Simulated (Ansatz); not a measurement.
Theory: DFT PBE, scalar-relativistic, plane waves, PAW in Ansatz 0.2.0. Settings: cutoff 420 eV, Γ-centred meshes spaced at most about 0.3 Å⁻¹ (2π included), Gaussian smearing. No spin polarisation in the final relaxations.

Formation energies are uncorrected and refer to the elements' standard structures at the same level (F₂ as a molecule).

A relaxed structure of NaF has 12.97 Å³/atom, −2.711 eV/atom against the elements, a gap of 6.09 eV on its mesh:

```xyz
2
Lattice="0.0000 2.3498 2.3498 2.3498 0.0000 2.3498 2.3498 2.3498 0.0000" Properties=species:S:1:pos:R:3 pbc="T T T"
Na    0.0000    0.0000    0.0000
F     2.3498    2.3498    2.3498
```

Task: Predict cell, energy and gap of LiF with the same space group and Wyckoff sites.

Result: LiF has a = 4.068 Å: 8.41 Å³/atom, −2.945 eV/atom against the elements, a gap of 8.83 eV on its mesh. The volume per atom changes by -35.2 % and the formation energy by -0.235 eV/atom (from unrounded values). The gap widens by 2.74 eV. Covalent radii: Na 1.66 Å, Li 1.28 Å; electronegativities 0.93 and 0.98. The cell follows the size of the atom. Li is surrounded by 6 F at 2.03 Å; F is surrounded by 6 Li at 2.03 Å.

```xyz
2
Lattice="0.0000 2.0339 2.0339 2.0339 0.0000 2.0339 2.0339 2.0339 0.0000" Properties=species:S:1:pos:R:3 pbc="T T T"
Li    2.0339    2.0339    2.0339
F     0.0000    0.0000    0.0000
```

The two cells were relaxed from separate starts that ended on the same group and sites; neither need be the stable form of its compound. Kohn–Sham gaps at this level usually fall short of measured ones.
